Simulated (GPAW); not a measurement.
The system is GaP.

```
Ga P
1.0
     0.00000    2.72525    2.72525
     2.72525    0.00000    2.72525
     2.72525    2.72525    0.00000
Ga P
1 1
Direct
  0.00000 0.00000 0.00000
  0.25000 0.25000 0.25000
```

Base run:

| Item | Value |
| --- | --- |
| Program | GPAW 26.7.0 |
| Functional | r4SCAN |
| Potentials or basis | GPAW PAW data sets (gpaw-data 1.2.1) |
| Cutoff | 600 eV |
| Basis | pw |
| k mesh | 8 × 8 × 8 |
| Occupations | fermi-dirac, width 0.05 eV |
| Spin | spin-orbit coupling, no magnetisation |

Its results: band gap on the k mesh 1.86 eV, indirect (least direct gap 2.31 eV); pressure 1.0 GPa.

Q: The run is repeated on the same cell with these changes: functional from r4SCAN to mBEEF. What comes out?

A: Band gap on the k mesh 2.17 eV, indirect (least direct gap 2.49 eV); pressure 1.7 GPa.

Caveats: spin-orbit coupling was added after a scalar SCF, so levels and gaps hold it while energy, forces, pressure and moments don't; this program's spin-orbit splittings come out too wide for heavy elements; the PAW data sets were made with another functional, which shifts forces and pressure a little.

A k mesh can miss the band edges.

Not every run made on this cell is shown here.
